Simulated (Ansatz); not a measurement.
Pt in Ansatz: the effect of functional

Crystal: Pt.

```
Pt
1.0
     2.70431    0.00000    0.00000
    -1.35215    2.34200    0.00000
     0.00000    0.00000    4.69431
Pt
2
Direct
  0.33333 0.66667 0.25000
  0.66667 0.33333 0.75000
```

This isn't the form of Pt at room conditions, which is fcc.

The cell isn't the ideal one: volume scaled by 0.94.

Alike in all runs:

```yaml
Program: Ansatz 0.2.0
Task: single point
Potentials_or_basis: Ansatz PAW
k_mesh: 11 × 11 × 6
Occupations: fermi-dirac, width 0.05 eV
Spin: no spin polarisation
```

| functional | cutoff | pressure (GPa) |
| --- | --- | --- |
| LDA | 420 eV (not typed: the program's choice for these potentials) | ? |
| PBEsol | 420 eV (not typed: the program's choice for these potentials) | 5.8 |
| r2SCAN | 500 eV (not typed: the program's choice for these potentials) | 10.8 |

Q: What does the run with functional LDA give?

A: Pressure 0.2 GPa.

Caveats: the PAW data sets come from PBE, with cores solved anew for the run's functional, which leaves a small shift of forces and pressure.

Runs at the PBE level aren't shown here.
